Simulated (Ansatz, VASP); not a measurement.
CdS (Greenockite) in VASP and in Ansatz

Contents of INCAR:

```
SYSTEM = CdS
PREC = Accurate
ENCUT = 520
EDIFF = 1E-7
ISMEAR = -1
SIGMA = 0.05
LREAL = .FALSE.
LASPH = .TRUE.
NELM = 60
ALGO = Normal
ISIF = 2
LWAVE = .FALSE.
LCHARG = .FALSE.
GGA = PE
NBANDS = 26
```

The input KPOINTS:

```
regular mesh
0
G
  7 7 4
  0 0 0
```

POSCAR

```
CdS
1.0
    4.1774842447      0.0000000000      0.0000000000
   -2.0887421223      3.6178074798      0.0000000000
    0.0000000000      0.0000000000      6.7816171943
Cd S
2 2
Direct
    0.6666666667      0.3333333333      0.5000000000
    0.3333333333      0.6666666667      0.0000000000
    0.6666666667      0.3333333333      0.8750000000
    0.3333333333      0.6666666667      0.3750000000
```

input.yaml

```yaml
crystal:
  lattice:
    - [4.1774842447, 0.0, 0.0]
    - [-2.0887421223, 3.6178074798, 0.0]
    - [0.0, 0.0, 6.7816171943]
  atoms:
    - { symbol: Cd, position: [0.6666666667, 0.3333333333, 0.5] }
    - { symbol: Cd, position: [0.3333333333, 0.6666666667, 0.0] }
    - { symbol: S, position: [0.6666666667, 0.3333333333, 0.875] }
    - { symbol: S, position: [0.3333333333, 0.6666666667, 0.375] }
hamiltonian:
  xc: pbe
  pseudopotentials: { kind: paw }
kpoints:
  mp_grid: { grid: [7, 7, 4] }
scf:
  occupations: { method: fermi_dirac, width: 0.05 }
output:
  forces: true
  stress: true
  eigenvalues: true
```

Change from the starting cell: volume scaled by 1.02.

Alike in both runs: task single point; functional PBE; k mesh 7 × 7 × 4; occupations fermi-dirac, width 0.05 eV; no spin polarisation.

|  | VASP | Ansatz |
| --- | --- | --- |
| version | VASP 6.6.1 | Ansatz 0.2.0 |
| potentials or method | VASP PAW PBE potentials, release 64 (Cd, S) | Ansatz PAW |
| plane-wave cutoff (eV) | 520 | 420 |
| valence electrons in the cell | 36 | 52 |

```tsv
	VASP	Ansatz	Ansatz less VASP
gap on the k mesh at the Fermi level (eV)	1.15	1.15	-0.002
least direct gap on the mesh (eV)	1.15	1.15	-0.002
pressure (GPa)	1.2	0.9	-0.32
largest component of the traceless stress (GPa)	0.40	0.38	-0.014
rms of the force components (eV/Å)	0.038	0.037	-0.0008
```

Atom by atom the forces differ by 0.001 eV/Å (rms over components). The two sets of potentials don't hold the same shells in valence.

Caveats: odd divisions of the mesh miss points on the zone boundary, where band edges often lie, so the gap on the mesh can be too wide (Ansatz).
